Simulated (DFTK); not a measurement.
## CdTe in DFTK: the effect of functional

CdTe:

```
CELL_PARAMETERS angstrom
0.00000 3.20500 3.20500
3.20500 0.00000 3.20500
3.20500 3.20500 0.00000
ATOMIC_POSITIONS crystal
Te 0.75000 0.75000 0.75000
Cd 0.00000 0.00000 0.00000
```

Alike in all runs:

| Property | Result |
| --- | --- |
| Program | DFTK 0.8.2 |
| Task | band structure |
| Potentials or basis | SG15 1.2 (PBE) |
| Cutoff | 1225 eV |
| k mesh | 6 × 6 × 6 |
| Occupations | fermi-dirac, width 0.05 eV |
| Spin | no spin polarisation |

| functional | gap on the mesh (eV) |
| --- | --- |
| LDA | 0.65 |
| PBEsol | ? |
| r2SCAN | 1.15 |
| BJ06 | 1.24 |

What does the run with functional PBEsol give?

gap on the mesh 0.78 eV.

Caveats: spin-orbit coupling is left out, which moves the levels of the heavy elements; the program leaves the constant c of mgga_x_tb09 at 1, so the potential is Becke-Johnson's (BJ06) and not Tran and Blaha's, with levels but no total energy (some runs).

